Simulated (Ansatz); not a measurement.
# AlNi: straining the crystal, a stretch of c alone

How does AlNi answer a stretch of c alone between -4.5 and +4.5 %? At each strain the rest of the cell is held and the atoms relax, within the symmetry that is left.

Method: DFT PBEsol, scalar-relativistic, plane waves, PAW, in Ansatz 0.2.0.

2 further runs of the same task are left out: 2 set aside as unsound or not needed.

### Step 1. The structure to begin with

The structure is cubic, space group Pm-3m (No. 221). The conventional cell has a = 2.862 Å, b = 2.862 Å, c = 2.862 Å, α = 90.00°, β = 90.00°, γ = 90.00°. Al (site symmetry m-3m) has 8 Ni at 2.48 Å as nearest neighbours. Ni (site symmetry m-3m) is surrounded by 8 Al at 2.48 Å.

As a file:

```
Al Ni
1.0
     2.86235    0.00000    0.00000
     0.00000    2.86235    0.00000
     0.00000    0.00000    2.86235
Al Ni
1 1
Direct
  0.50000 0.50000 0.50000
  0.00000 0.00000 0.00000
```

It goes back to an entry of the Materials Project, which need not be the stable form.

It is the result of an earlier relaxation at this level (volume 11.73 Å³/atom; gap on the mesh: none (metal)).

### Step 2. Reference cell for the strains

input.yaml reads:

```yaml
crystal:
  lattice:
    - [2.862351185, 0.0, 0.0]
    - [0.0, 2.862351185, 0.0]
    - [0.0, 0.0, 2.862351185]
  atoms:
    - { symbol: Al, position: [0.5, 0.5, 0.5] }
    - { symbol: Ni, position: [0.0, 0.0, 0.0] }
basis:
  ecutwfc: 420
kpoints:
  mp_grid: { grid: [18, 18, 18] }
hamiltonian:
  xc: pbesol
scf:
  occupations: { method: gaussian, width: 0.1 }
output:
  forces: true
  stress: true
  eigenvalues: true
```

Launch:

```
$ ansatz run input.yaml --threads 1 --pin off --max-ram 2560MiB --backend cpu --events-out ev --progress --plain --runs-dir out
```

Output, cut to the lines that bear on the results:

```text
Warning: RAYON_NUM_THREADS=1 ignored (pool sized by the plan → 1); use --threads N
[...]
Pseudopotentials: kind: paw
Pseudopotential: Al, paw, valence charge 3, recommended cutoff 420 eV (normal), Al.paw.azcp
Pseudopotential: Ni, paw, valence charge 18, recommended cutoff 420 eV (normal), Ni.paw.azcp
Functional definition: PBEsol
[...]
Crystal: 2 atoms, lattice volume = 23.451 Å³
Basis set: ecut = 420 eV, 461 PW (Γ), exchange–correlation on 40×40×40 points (8 copies of the dense FFT grid, shifted against one another)
Bands: 15, of which v1, the nominal top of the filled ones, is band 11 counted from 1 (10 counted from 0)
Symmetry: 48 space group operations
Space group: Pm-3m (ITA 221), of the structure as read, at distance tolerance 2.9e-5 Å
k-points: 220 of 5832
[...]
SCF iter   1: F=—  HF=-6330.872354 eV  |F-HF|=—  |Δ(HF+E_count)|=         —  Δρ=1.88e-2  dr2=4.80e-2  ethr=1.77e-3  ⟨swp⟩=4.7  Hψ=15025  notcnv=0
[...]
SCF iter   6: F=-6330.865726 eV  HF=-6330.865726 eV  |F-HF|=1.24e-10  |Δ(HF+E_count)|=  1.51e-10  Δρ=8.23e-7  dr2=1.33e-10  ethr=8.08e-11  ⟨swp⟩=3.4  Hψ=10826  notcnv=0
[...]
SCF converged after 6 iterations
Free energy (F): -6330.865726 eV
[...]
E sigma→0 (E₀):  -6330.863871 eV
Entropy (-TS):   -0.003710 eV (-1.855 meV/atom)
Fermi energy:    14.199138 eV
[...]
--- Forces (eV/Å), atoms counted from 1 ---
  atom   1  Al     0.00000000     0.00000000     0.00000000
  atom   2  Ni    -0.00000000     0.00000000     0.00000000
[...]
--- Stress (GPa, compression-positive) ---
       -0.019146      -0.000000       0.000000
       -0.000000      -0.019146       0.000000
        0.000000       0.000000      -0.019146
  P = ⅓ Tr σ = -0.0191 GPa (-0.191 kbar)
--- Band table (eV; the first three rows and the last of 220) ---
  k-point 0: bands = ["-88.8541", "-49.4021", "-49.4021", "-49.4021", "2.8873", "10.8496", "10.8496", "12.6170", "12.6170", "12.6170", "19.7402", "19.7402", "19.7402", "22.3656", "22.3656"]
[...]
```

It took 4.5 s on 1 thread of Oxide Virtual Turin-like (Zen 5), shared host; peak memory 0.4 GiB.

The crystal is set up in a cell of 2 atoms whose axes suit the strains; its energy is the zero of the series.

### Step 3. At -1.5 %

input.yaml, as its differences from that of step 2:

```diff
@@ -4,3 +4,3 @@
     - [0.0, 2.862351185, 0.0]
-    - [0.0, 0.0, 2.862351185]
+    - [0.0, 0.0, 2.8194159173]
   atoms:
```

Launch:

```
$ ansatz run input.yaml --threads 1 --pin off --max-ram 2560MiB --backend cpu --events-out ev --progress --plain --runs-dir out
```

Output, cut to the lines that bear on the results:

```text
Warning: RAYON_NUM_THREADS=1 ignored (pool sized by the plan → 1); use --threads N
[...]
Pseudopotentials: kind: paw
Pseudopotential: Al, paw, valence charge 3, recommended cutoff 420 eV (normal), Al.paw.azcp
Pseudopotential: Ni, paw, valence charge 18, recommended cutoff 420 eV (normal), Ni.paw.azcp
Functional definition: PBEsol
[...]
Crystal: 2 atoms, lattice volume = 23.100 Å³
Basis set: ecut = 420 eV, 461 PW (Γ), exchange–correlation on 40×40×40 points (8 copies of the dense FFT grid, shifted against one another)
Bands: 15, of which v1, the nominal top of the filled ones, is band 11 counted from 1 (10 counted from 0)
Symmetry: 16 space group operations
Space group: P4/mmm (ITA 123), of the structure as read, at distance tolerance 2.8e-5 Å
k-points: 550 of 5832
[...]
SCF iter   1: F=—  HF=-6330.868926 eV  |F-HF|=—  |Δ(HF+E_count)|=         —  Δρ=1.94e-2  dr2=5.00e-2  ethr=1.77e-3  ⟨swp⟩=4.7  Hψ=37427  notcnv=0
[...]
SCF iter   6: F=-6330.861998 eV  HF=-6330.861998 eV  |F-HF|=2.78e-10  |Δ(HF+E_count)|=  7.60e-10  Δρ=1.19e-6  dr2=3.31e-10  ethr=5.72e-11  ⟨swp⟩=3.2  Hψ=27501  notcnv=0
[...]
SCF converged after 6 iterations
Free energy (F): -6330.861998 eV
[...]
E sigma→0 (E₀):  -6330.860176 eV
Entropy (-TS):   -0.003645 eV (-1.823 meV/atom)
Fermi energy:    14.464130 eV
[...]
--- Forces (eV/Å), atoms counted from 1 ---
  atom   1  Al     0.00000000    -0.00000000     0.00000000
  atom   2  Ni    -0.00000000    -0.00000000     0.00000000
[...]
--- Stress (GPa, compression-positive) ---
        2.295971       0.000000       0.000000
        0.000000       2.295971       0.000000
        0.000000       0.000000       3.498691
  P = ⅓ Tr σ = 2.6969 GPa (26.969 kbar)
--- Band table (eV; the first three rows and the last of 550) ---
  k-point 0: bands = ["-88.6247", "-49.1739", "-49.1739", "-49.1703", "3.0399", "11.0329", "11.0442", "12.8205", "12.8657", "12.8657", "19.8865", "19.8865", "20.4444", "22.6185", "22.7296"]
[...]
```

It took 9.6 s on 1 thread of Oxide Virtual Turin-like (Zen 5), shared host; peak memory 0.48 GiB.

The cell is held at each strain. Atoms start from the nearest strain of the same sign that is done. Symmetry fixes all atoms here, so a single point is enough.

### Step 4. At +1.5 %

input.yaml, as its differences from that of step 3:

```diff
@@ -4,3 +4,3 @@
     - [0.0, 2.862351185, 0.0]
-    - [0.0, 0.0, 2.8194159173]
+    - [0.0, 0.0, 2.9052864528]
   atoms:
```

Launch:

```
$ ansatz run input.yaml --threads 1 --pin off --max-ram 2560MiB --backend cpu --events-out ev --progress --plain --runs-dir out
```

Output, cut to the lines that bear on the results:

```text
Warning: RAYON_NUM_THREADS=1 ignored (pool sized by the plan → 1); use --threads N
[...]
Pseudopotentials: kind: paw
Pseudopotential: Al, paw, valence charge 3, recommended cutoff 420 eV (normal), Al.paw.azcp
Pseudopotential: Ni, paw, valence charge 18, recommended cutoff 420 eV (normal), Ni.paw.azcp
Functional definition: PBEsol
[...]
Crystal: 2 atoms, lattice volume = 23.803 Å³
Basis set: ecut = 420 eV, 461 PW (Γ), exchange–correlation on 40×40×40 points (8 copies of the dense FFT grid, shifted against one another)
Bands: 15, of which v1, the nominal top of the filled ones, is band 11 counted from 1 (10 counted from 0)
Symmetry: 16 space group operations
Space group: P4/mmm (ITA 123), of the structure as read, at distance tolerance 2.9e-5 Å
k-points: 550 of 5832
[...]
SCF iter   1: F=—  HF=-6330.868508 eV  |F-HF|=—  |Δ(HF+E_count)|=         —  Δρ=1.82e-2  dr2=4.58e-2  ethr=1.77e-3  ⟨swp⟩=4.8  Hψ=37485  notcnv=0
[...]
SCF iter   6: F=-6330.862194 eV  HF=-6330.862194 eV  |F-HF|=1.51e-10  |Δ(HF+E_count)|=   1.06e-9  Δρ=1.00e-6  dr2=1.77e-10  ethr=1.16e-10  ⟨swp⟩=3.3  Hψ=26856  notcnv=0
[...]
SCF converged after 6 iterations
Free energy (F): -6330.862194 eV
[...]
E sigma→0 (E₀):  -6330.860347 eV
Entropy (-TS):   -0.003694 eV (-1.847 meV/atom)
Fermi energy:    13.938644 eV
[...]
--- Forces (eV/Å), atoms counted from 1 ---
  atom   1  Al     0.00000000     0.00000000     0.00000000
  atom   2  Ni    -0.00000000     0.00000000     0.00000000
[...]
--- Stress (GPa, compression-positive) ---
       -2.193278       0.000000       0.000000
        0.000000      -2.193278       0.000000
        0.000000       0.000000      -3.141099
  P = ⅓ Tr σ = -2.5092 GPa (-25.092 kbar)
--- Band table (eV; the first three rows and the last of 550) ---
  k-point 0: bands = ["-89.0772", "-49.6271", "-49.6242", "-49.6242", "2.7393", "10.6587", "10.6702", "12.3772", "12.3772", "12.4183", "19.0670", "19.5981", "19.5981", "21.9904", "22.1193"]
[...]
```

Wall time 9.7 s (1 thread of Oxide Virtual Turin-like (Zen 5), shared host); peak memory 0.49 GiB.

### Step 5. The cell strained by -3.0 %

input.yaml, as its differences from that of step 4:

```diff
@@ -4,3 +4,3 @@
     - [0.0, 2.862351185, 0.0]
-    - [0.0, 0.0, 2.9052864528]
+    - [0.0, 0.0, 2.7764806495]
   atoms:
```

Launch:

```
$ ansatz run input.yaml --threads 1 --pin off --max-ram 2560MiB --backend cpu --events-out ev --progress --plain --runs-dir out
```

Output, cut to the lines that bear on the results:

```text
Warning: RAYON_NUM_THREADS=1 ignored (pool sized by the plan → 1); use --threads N
[...]
Pseudopotentials: kind: paw
Pseudopotential: Al, paw, valence charge 3, recommended cutoff 420 eV (normal), Al.paw.azcp
Pseudopotential: Ni, paw, valence charge 18, recommended cutoff 420 eV (normal), Ni.paw.azcp
Functional definition: PBEsol
[...]
Crystal: 2 atoms, lattice volume = 22.748 Å³
Basis set: ecut = 420 eV, 461 PW (Γ), exchange–correlation on 40×40×40 points (8 copies of the dense FFT grid, shifted against one another)
Bands: 15, of which v1, the nominal top of the filled ones, is band 11 counted from 1 (10 counted from 0)
Symmetry: 16 space group operations
Space group: P4/mmm (ITA 123), of the structure as read, at distance tolerance 2.8e-5 Å
k-points: 550 of 5832
[...]
SCF iter   1: F=—  HF=-6330.857084 eV  |F-HF|=—  |Δ(HF+E_count)|=         —  Δρ=1.99e-2  dr2=5.18e-2  ethr=1.77e-3  ⟨swp⟩=4.8  Hψ=37496  notcnv=0
[...]
SCF iter   6: F=-6330.849859 eV  HF=-6330.849859 eV  |F-HF|=2.89e-10  |Δ(HF+E_count)|=   1.37e-9  Δρ=1.25e-6  dr2=2.28e-10  ethr=1.03e-10  ⟨swp⟩=3.7  Hψ=28172  notcnv=0
[...]
SCF converged after 6 iterations
Free energy (F): -6330.849859 eV
[...]
E sigma→0 (E₀):  -6330.848035 eV
Entropy (-TS):   -0.003648 eV (-1.824 meV/atom)
Fermi energy:    14.730671 eV
[...]
--- Forces (eV/Å), atoms counted from 1 ---
  atom   1  Al     0.00000000     0.00000000     0.00000000
  atom   2  Ni    -0.00000000     0.00000000     0.00000000
[...]
--- Stress (GPa, compression-positive) ---
        4.675986       0.000000       0.000000
        0.000000       4.675986       0.000000
        0.000000       0.000000       7.691570
  P = ⅓ Tr σ = 5.6812 GPa (56.812 kbar)
--- Band table (eV; the first three rows and the last of 550) ---
  k-point 0: bands = ["-88.3886", "-48.9398", "-48.9398", "-48.9294", "3.1974", "11.2197", "11.2439", "13.0282", "13.1242", "13.1242", "20.0371", "20.0371", "21.1814", "22.8780", "23.0832"]
[...]
```

It took 11 s on 1 thread of Oxide Virtual Turin-like (Zen 5), shared host; peak memory 0.49 GiB.

### Step 6. At +3.0 %

input.yaml, as its differences from that of step 5:

```diff
@@ -4,3 +4,3 @@
     - [0.0, 2.862351185, 0.0]
-    - [0.0, 0.0, 2.7764806495]
+    - [0.0, 0.0, 2.9482217206]
   atoms:
```

Launch:

```
$ ansatz run input.yaml --threads 1 --pin off --max-ram 2560MiB --backend cpu --events-out ev --progress --plain --runs-dir out
```

Output, cut to the lines that bear on the results:

```text
Warning: RAYON_NUM_THREADS=1 ignored (pool sized by the plan → 1); use --threads N
[...]
Pseudopotentials: kind: paw
Pseudopotential: Al, paw, valence charge 3, recommended cutoff 420 eV (normal), Al.paw.azcp
Pseudopotential: Ni, paw, valence charge 18, recommended cutoff 420 eV (normal), Ni.paw.azcp
Functional definition: PBEsol
[...]
Crystal: 2 atoms, lattice volume = 24.155 Å³
Basis set: ecut = 420 eV, 461 PW (Γ), exchange–correlation on 40×40×40 points (8 copies of the dense FFT grid, shifted against one another)
Bands: 15, of which v1, the nominal top of the filled ones, is band 11 counted from 1 (10 counted from 0)
Symmetry: 16 space group operations
Space group: P4/mmm (ITA 123), of the structure as read, at distance tolerance 2.9e-5 Å
k-points: 550 of 5832
[...]
SCF iter   1: F=—  HF=-6330.858110 eV  |F-HF|=—  |Δ(HF+E_count)|=         —  Δρ=1.76e-2  dr2=4.34e-2  ethr=1.77e-3  ⟨swp⟩=4.7  Hψ=37512  notcnv=0
[...]
SCF iter   6: F=-6330.852130 eV  HF=-6330.852130 eV  |F-HF|=1.76e-10  |Δ(HF+E_count)|=   2.40e-9  Δρ=9.33e-7  dr2=2.44e-10  ethr=1.49e-10  ⟨swp⟩=3.3  Hψ=27177  notcnv=0
[...]
SCF converged after 6 iterations
Free energy (F): -6330.852130 eV
[...]
E sigma→0 (E₀):  -6330.850338 eV
Entropy (-TS):   -0.003584 eV (-1.792 meV/atom)
Fermi energy:    13.684718 eV
[...]
--- Forces (eV/Å), atoms counted from 1 ---
  atom   1  Al     0.00000000     0.00000000     0.00000000
  atom   2  Ni    -0.00000000     0.00000000     0.00000000
[...]
--- Stress (GPa, compression-positive) ---
       -4.199198       0.000000       0.000000
        0.000000      -4.199198       0.000000
        0.000000       0.000000      -5.985706
  P = ⅓ Tr σ = -4.7947 GPa (-47.947 kbar)
--- Band table (eV; the first three rows and the last of 550) ---
  k-point 0: bands = ["-89.2943", "-49.8464", "-49.8401", "-49.8401", "2.5956", "10.4710", "10.4952", "12.1454", "12.1454", "12.2248", "18.4232", "19.4600", "19.4600", "21.6040", "21.8794"]
[...]
```

Run time: 11 s. Hardware: 1 thread of Oxide Virtual Turin-like (Zen 5), shared host; peak memory 0.5 GiB.

### Step 7. Strain -4.5 %

input.yaml, as its differences from that of step 6:

```diff
@@ -4,3 +4,3 @@
     - [0.0, 2.862351185, 0.0]
-    - [0.0, 0.0, 2.9482217206]
+    - [0.0, 0.0, 2.7335453817]
   atoms:
```

Launch:

```
$ ansatz run input.yaml --threads 1 --pin off --max-ram 2560MiB --backend cpu --events-out ev --progress --plain --runs-dir out
```

Output, cut to the lines that bear on the results:

```text
Warning: RAYON_NUM_THREADS=1 ignored (pool sized by the plan → 1); use --threads N
[...]
Pseudopotentials: kind: paw
Pseudopotential: Al, paw, valence charge 3, recommended cutoff 420 eV (normal), Al.paw.azcp
Pseudopotential: Ni, paw, valence charge 18, recommended cutoff 420 eV (normal), Ni.paw.azcp
Functional definition: PBEsol
[...]
Crystal: 2 atoms, lattice volume = 22.396 Å³
Basis set: ecut = 420 eV, 461 PW (Γ), exchange–correlation on 40×40×40 points (8 copies of the dense FFT grid, shifted against one another)
Bands: 15, of which v1, the nominal top of the filled ones, is band 11 counted from 1 (10 counted from 0)
Symmetry: 16 space group operations
Space group: P4/mmm (ITA 123), of the structure as read, at distance tolerance 2.8e-5 Å
k-points: 550 of 5832
[...]
SCF iter   1: F=—  HF=-6330.835409 eV  |F-HF|=—  |Δ(HF+E_count)|=         —  Δρ=2.04e-2  dr2=5.39e-2  ethr=1.77e-3  ⟨swp⟩=4.8  Hψ=37601  notcnv=0
[...]
SCF iter   6: F=-6330.827831 eV  HF=-6330.827831 eV  |F-HF|=8.91e-10  |Δ(HF+E_count)|=   2.57e-9  Δρ=2.09e-6  dr2=5.43e-10  ethr=2.35e-10  ⟨swp⟩=3.9  Hψ=29782  notcnv=0
[...]
SCF converged after 6 iterations
Free energy (F): -6330.827831 eV
[...]
E sigma→0 (E₀):  -6330.825762 eV
Entropy (-TS):   -0.004138 eV (-2.069 meV/atom)
Fermi energy:    15.007245 eV
[...]
--- Forces (eV/Å), atoms counted from 1 ---
  atom   1  Al     0.00000000     0.00000000     0.00000000
  atom   2  Ni    -0.00000000    -0.00000000     0.00000000
[...]
--- Stress (GPa, compression-positive) ---
        7.231794       0.000000       0.000000
        0.000000       7.231794       0.000000
        0.000000       0.000000      12.426277
  P = ⅓ Tr σ = 8.9633 GPa (89.633 kbar)
--- Band table (eV; the first three rows and the last of 550) ---
  k-point 0: bands = ["-88.1465", "-48.6991", "-48.6991", "-48.6833", "3.3600", "11.4113", "11.4459", "13.2414", "13.3916", "13.3916", "20.1924", "20.1924", "21.9531", "23.1448", "23.4264"]
[...]
```

Wall time 11 s (1 thread of Oxide Virtual Turin-like (Zen 5), shared host); peak memory 0.49 GiB.

### Step 8. At +4.5 %

input.yaml, as its differences from that of step 7:

```diff
@@ -4,3 +4,3 @@
     - [0.0, 2.862351185, 0.0]
-    - [0.0, 0.0, 2.7335453817]
+    - [0.0, 0.0, 2.9911569884]
   atoms:
```

Launch:

```
$ ansatz run input.yaml --threads 1 --pin off --max-ram 2560MiB --backend cpu --events-out ev --progress --plain --runs-dir out
```

Output, cut to the lines that bear on the results:

```text
Warning: RAYON_NUM_THREADS=1 ignored (pool sized by the plan → 1); use --threads N
[...]
Pseudopotentials: kind: paw
Pseudopotential: Al, paw, valence charge 3, recommended cutoff 420 eV (normal), Al.paw.azcp
Pseudopotential: Ni, paw, valence charge 18, recommended cutoff 420 eV (normal), Ni.paw.azcp
Functional definition: PBEsol
[...]
Crystal: 2 atoms, lattice volume = 24.507 Å³
Basis set: ecut = 420 eV, 469 PW (Γ), exchange–correlation on 40×40×40 points (8 copies of the dense FFT grid, shifted against one another)
Bands: 15, of which v1, the nominal top of the filled ones, is band 11 counted from 1 (10 counted from 0)
Symmetry: 16 space group operations
Space group: P4/mmm (ITA 123), of the structure as read, at distance tolerance 2.9e-5 Å
k-points: 550 of 5832
[...]
SCF iter   1: F=—  HF=-6330.841746 eV  |F-HF|=—  |Δ(HF+E_count)|=         —  Δρ=1.71e-2  dr2=4.11e-2  ethr=1.77e-3  ⟨swp⟩=4.7  Hψ=37392  notcnv=0
[...]
SCF iter   6: F=-6330.836075 eV  HF=-6330.836075 eV  |F-HF|=8.73e-11  |Δ(HF+E_count)|=   3.35e-9  Δρ=8.21e-7  dr2=1.56e-10  ethr=1.68e-10  ⟨swp⟩=3.4  Hψ=27222  notcnv=0
[...]
SCF converged after 6 iterations
Free energy (F): -6330.836075 eV
[...]
E sigma→0 (E₀):  -6330.834319 eV
Entropy (-TS):   -0.003512 eV (-1.756 meV/atom)
Fermi energy:    13.438770 eV
[...]
--- Forces (eV/Å), atoms counted from 1 ---
  atom   1  Al    -0.00000000     0.00000000     0.00000000
  atom   2  Ni     0.00000000     0.00000000     0.00000000
[...]
--- Stress (GPa, compression-positive) ---
       -6.036678       0.000000       0.000000
        0.000000      -6.036678       0.000000
        0.000000       0.000000      -8.584676
  P = ⅓ Tr σ = -6.8860 GPa (-68.860 kbar)
--- Band table (eV; the first three rows and the last of 550) ---
  k-point 0: bands = ["-89.5058", "-50.0607", "-50.0499", "-50.0499", "2.4561", "10.2864", "10.3245", "11.9212", "11.9212", "12.0362", "17.8073", "19.3256", "19.3256", "21.2069", "21.6459"]
[...]
```

Wall time 11 s (1 thread of Oxide Virtual Turin-like (Zen 5), shared host); peak memory 0.48 GiB.

### Step 9. Energy and stress against strain (a metal throughout)

| strain (%) | ΔE (meV/atom) | a (Å) | b (Å) | c (Å) | σxx | σyy | σzz |
| --- | --- | --- | --- | --- | --- | --- | --- |
| -4.5 | 19.1 | 2.862 | 2.862 | 2.734 | 7.23 | 7.23 | 12.43 |
| -3.0 | 7.9 | 2.862 | 2.862 | 2.776 | 4.68 | 4.68 | 7.69 |
| -1.5 | 1.8 | 2.862 | 2.862 | 2.819 | 2.30 | 2.30 | 3.50 |
| +0.0 | 0.0 | 2.862 | 2.862 | 2.862 | -0.02 | -0.02 | -0.02 |
| +1.5 | 1.8 | 2.862 | 2.862 | 2.905 | -2.19 | -2.19 | -3.14 |
| +3.0 | 6.8 | 2.862 | 2.862 | 2.948 | -4.20 | -4.20 | -5.99 |
| +4.5 | 14.8 | 2.862 | 2.862 | 2.991 | -6.04 | -6.04 | -8.58 |

ΔE is over the unstrained cell. Stress in GPa, positive in compression, on the Cartesian axes of the input. 

### Step 10. Results

| quantity | value |
| --- | --- |
| largest energy cost | 19.1 meV/atom at -4.5 % |
| (1/V) d²E/dε² at zero strain, cubic fit | 229 GPa |

What this shows: From the curvature follows the elastic constant along c at held a and b: 229 GPa. Compression by 4.5 % costs 19.1 meV/atom and stretching 14.8. Spin polarisation is off in the runs that give these values; a magnetic solution could lie lower.
